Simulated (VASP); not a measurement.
Data:

```yaml
crystal:
  lattice:
    - [0.00000, 3.08412, 3.08412]
    - [3.08412, 0.00000, 3.08412]
    - [3.08412, 3.08412, 0.00000]
  atoms:
    - { symbol: Al, position: [0.00000, 0.00000, 0.00000] }
    - { symbol: Sb, position: [0.25000, 0.25000, 0.25000] }
```

These are PBEsol GGA, VASP's PBE PAW potentials (set 64) (plane waves; VASP 6.6.1) values and carry that method's errors. Settings: 400 eV cut-off, 8×8×8 Γ-centred mesh, tetrahedra with Blöchl corrections, potentials Al Sb.

Unless said otherwise, spin-orbit coupling is left out, though it shifts the bands of the heavy elements here.

Problem. Estimate the energy per atom (σ→0), band gap (on the k-mesh) with the smallest direct gap where there is one.

Solution. 
* **band gap (on the k-mesh)**: 1.14 eV
* **smallest direct gap (on the k-mesh)**: 1.45 eV
* **energy per atom (σ→0)**: -4.433 eV/atom

Total energies compare only between runs with the same potentials, cut-off and functional.

The structure was generated: AlSb was put into the zinc blende type (F-43m), which need not be its known phase. It was relaxed first, which changed the volume by +8 %.
